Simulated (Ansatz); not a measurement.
# BN: the cost of one run

Program: Ansatz 0.2.0. Level of theory: DFT PBE, scalar-relativistic, plane waves, PAW. These are calculated values, not measurements.

14 further runs of the same task are left out: 14 set aside as unsound or not needed. Runs told in other sessions of the task aren't counted.

### Step 1. Starting point

Symmetry: P4_2/mnm, No. 136, tetragonal system. The conventional cell has a = 4.423 Å, b = 4.423 Å, c = 2.549 Å, α = 90.00°, β = 90.00°, γ = 90.00°. B (site symmetry m2m) is surrounded by 4 N at 1.54 to 1.60 Å. N (site symmetry m2m) has 4 B at 1.54 to 1.60 Å in its first shell of neighbours.

Structure file:

```cif
data_structure
_symmetry_space_group_name_H-M 'P 1'
_symmetry_Int_Tables_number 1
_cell_length_a 4.4227
_cell_length_b 4.4227
_cell_length_c 2.5492
_cell_angle_alpha 90.000
_cell_angle_beta 90.000
_cell_angle_gamma 90.000
_cell_volume 49.86
loop_
_atom_site_label
_atom_site_type_symbol
_atom_site_fract_x
_atom_site_fract_y
_atom_site_fract_z
_atom_site_occupancy
B1 B 0.17428 0.82572 0.50000 1
B2 B 0.32572 0.32572 0.00000 1
B3 B 0.67428 0.67428 0.00000 1
B4 B 0.82572 0.17428 0.50000 1
N1 N 0.81261 0.81261 0.50000 1
N2 N 0.31261 0.68739 0.00000 1
N3 N 0.68739 0.31261 0.00000 1
N4 N 0.18739 0.18739 0.50000 1
```

It goes back to an entry of the Materials Project, which need not be the stable form.

This cell was relaxed beforehand with the same method: volume 6.23 Å³/atom, gap on the mesh 4.82 eV.

### Step 2. Plan of the line

The energy is mapped over two homogeneous strains (x along [1 0 0], y along [0 1 0], z along [0 0 1] of the conventional cell).

- engineering shear strain xz: 9 values from −14.0 to 14.0 %
- normal strain along z: 9 values from −11.00 to 11.00 %

Nothing else is relaxed (fractional coordinates fixed). Energies count from the relaxed crystal. Points are written as (first, second).

### Step 3. Point (−14.0 %, −5.50 %)

Contents of input.yaml:

```yaml
crystal:
  lattice:
    - [4.4226829661, 0.0, -0.3095878076]
    - [0.0, 4.4226829661, 0.0]
    - [-0.1784435456, 0.0, 2.4089878662]
  atoms:
    - { symbol: B, position: [0.1742811368, 0.8257188632, 0.5] }
    - { symbol: B, position: [0.3257188632, 0.3257188632, 0.0] }
    - { symbol: B, position: [0.6742811368, 0.6742811368, 0.0] }
    - { symbol: B, position: [0.8257188632, 0.1742811368, 0.5] }
    - { symbol: "N", position: [0.8126115048, 0.8126115048, 0.5] }
    - { symbol: "N", position: [0.3126115048, 0.6873884952, 0.0] }
    - { symbol: "N", position: [0.6873884952, 0.3126115048, 0.0] }
    - { symbol: "N", position: [0.1873884952, 0.1873884952, 0.5] }
basis:
  ecutwfc: 520.0
kpoints:
  mp_grid: { grid: [6, 6, 10] }
hamiltonian:
  xc: pbe
  pseudopotentials: { kind: paw, azcp: { folder: soft_1 } }
scf:
  occupations: { method: gaussian, width: 0.05 }
output:
  forces: true
  stress: true
  eigenvalues: true
```

Command:

```bash
> ansatz run input.yaml --threads 2 --pin off --max-ram 4096MiB --backend cpu --events-out ev --progress --plain --runs-dir out
```

Q: Estimate wall time and peak memory on 2 threads of Arm Neoverse N1, shared host.

About 11 s, with a peak of 0.41 GiB.
